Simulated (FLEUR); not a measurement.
As in FLEUR: convergence with Gmax

Input of the first run (Gmax 9); the others differ in this setting and in those tied to it:

Contents of inp.xml:

```xml
<?xml version="1.0" encoding="UTF-8" standalone="no"?>
<fleurInput fleurInputVersion="0.39">
   <comment>
      As                                                                                                  
   </comment>
   <calculationSetup>
      <cutoffs Kmax="4.14" Gmax="9.0" GmaxXC="9.0" numbands="0"/>
      <scfLoop itmax="60" minDistance="0.00001" maxIterBroyd="15" imix="Anderson" alpha="0.05" precondParam="0.0" spinf="2.0" sdNocoIR="T"/>
      <coreElectrons ctail="T" frcor="F" kcrel="0" coretail_lmax="0"/>
      <xcFunctional name="pbe" relativisticCorrections="F"/>
      <magnetism jspins="1"/>
      <soc l_soc="F" theta="0.0" phi="0.0" spav="F"/>
      <expertModes spex="0" secvar="F"/>
      <geometryOptimization l_f="T" forcealpha="1.0" forcemix="BFGS" epsdisp="0.0005" epsforce="0.0002"/>
      <ldaU l_linMix="F" mixParam="0.05" spinf="1.0"/>
   </calculationSetup>
   <cell>
      <bzIntegration valenceElectrons="21.0" mode="hist" fermiSmearingEnergy="0.00183747">
         <kPointListSelection listName="default-1"/>
         <!-- k-points included here -->
         <xi:include xmlns:xi="http://www.w3.org/2001/XInclude" href="kpts.xml"> </xi:include>
      </bzIntegration>
      <!-- symmetry operations included here -->
      <xi:include xmlns:xi="http://www.w3.org/2001/XInclude" href="sym.xml"> </xi:include>
      <bulkLattice scale="1.0">
         <bravaisMatrix>
            <row-1>    5.1092180249967791     0.0000000000000000     0.0000000000000000</row-1>
            <row-2>    0.0000000000000000     5.1092180249967791     0.0000000000000000</row-2>
            <row-3>    0.0000000000000000     0.0000000000000000     5.1092180249967791</row-3>
         </bravaisMatrix>
      </bulkLattice>
   </cell>
   <atomSpecies>
      <species name="Arsenic (As)" element="As" atomicNumber="33">
         <mtSphere radius="2.37" gridPoints="783" logIncrement="0.016"/>
         <atomicCutoffs lmax="9" lnonsphr="9"/>
         <electronConfig flipSpins="F">
            <coreConfig>(1s1/2) (2s1/2) (2p1/2) (2p3/2) (3s1/2)</coreConfig>
            <valenceConfig>(3p1/2) (3p3/2) (4s1/2) (3d3/2) (3d5/2) (4p1/2) (4p3/2)</valenceConfig>
            <stateOccupation state="(4p1/2)" spinUp="0.500000" spinDown="0.500000"/>
            <stateOccupation state="(4p3/2)" spinUp="1.000000" spinDown="1.000000"/>
         </electronConfig>
         <energyParameters s="4" p="4" d="3" f="4"/>
         <lo type="SCLO" l="1" n="3" eDeriv="0"/>
         <lo type="SCLO" l="1" n="3" eDeriv="1"/>
         <lo type="HELO" l="2" n="4" eDeriv="0"/>
         <lo type="HELO" l="2" n="4" eDeriv="1"/>
         <lo type="SCLO" l="0" n="4" eDeriv="2"/>
         <lo type="SCLO" l="3" n="4" eDeriv="2"/>
      </species>
   </atomSpecies>
   <atomGroups>
      <atomGroup species="Arsenic (As)">
         <relPos label="                   1">1.000/2.000 1.000/2.000 1.000/2.000</relPos>
         <force calculate="T" relaxXYZ="TTT"/>
      </atomGroup>
   </atomGroups>
   <output dos="F" band="F" slice="F">
      <checks vchk="F" cdinf="F"/>
      <bandDOS minEnergy="-.5*Htr" maxEnergy="0.5*Htr" sigma="0.015" storeEVData="T"/>
      <vacuumDOS vacdos="F" integ="F" star="F" nstars="0" locx1="0.0" locy1="0.0" locx2="0.0" locy2="0.0" nstm="0" tworkf="0.0"/>
      <unfoldingBand unfoldBand="F" supercellX="1" supercellY="1" supercellZ="1"/>
      <plotting iplot="0" polar="F">
         <plot TwoD="T" vec1="  1.0  0.0  0.0" vec2="  0.0  1.0  0.0" vec3="  0.0  0.0  1.0" zero="  0.0  0.0  0.0" file="plot"/>
      </plotting>
      <chargeDensitySlicing numkpt="0" minEigenval="0.0" maxEigenval="0.0" nnne="0" pallst="F"/>
      <specialOutput eonly="F"/>
      <moessbauerParams electricFieldGradient="T" isomerShift="T" coreHyperfine="T" valenceHyperfine="T"/>
      <magneticCircularDichroism mcd="F" energyLo="-10.0" energyUp="0.0"/>
   </output>
  <!-- We include the file relax.xml here to enable relaxations (see documentation) -->
  <xi:include xmlns:xi="http://www.w3.org/2001/XInclude" href="relax.xml"> <xi:fallback/> </xi:include>
</fleurInput>
```

The input crystal.txt:

```
As
&input cartesian=F /
2.7036817444  0.0000000000  0.0000000000
0.0000000000  2.7036817444  0.0000000000
0.0000000000  0.0000000000  2.7036817444
1.8897261246
1.0 1.0 1.0

1
33 0.5000000000  0.5000000000  0.5000000000

&kpt div1=8 div2=8 div3=8 gamma=T /
```

Potentials or basis: all-electron, FLAPW.

Launch:

```bash
$ inpgen -f crystal.txt -profile fastHighL
$ # inp.xml edited to the form shown
$ fleur_MPI
```

This isn't the form of As at room conditions, which is rhombohedral.

Hardware: 1 thread of Arm Neoverse V2, on a shared host.

```csv
Gmax,"energy less the tightest run, at zero smearing (meV/atom)",SCF cycles,CPU time (s),peak memory (GiB)
9,-0.04,12,11,0.05
10.3,0.01,12,11,0.06
11.7,-0.01,12,11,0.05
13.5,0.00,12,12,0.05
15.8,0.00,12,12,0.06
18,0.00,12,13,0.06
22.5,0.00,12,15,0.06
```

Against the tightest run, the energy stays within 1 meV/atom from 9 on. The tightest run that finished is the yardstick and may itself not be fully converged.
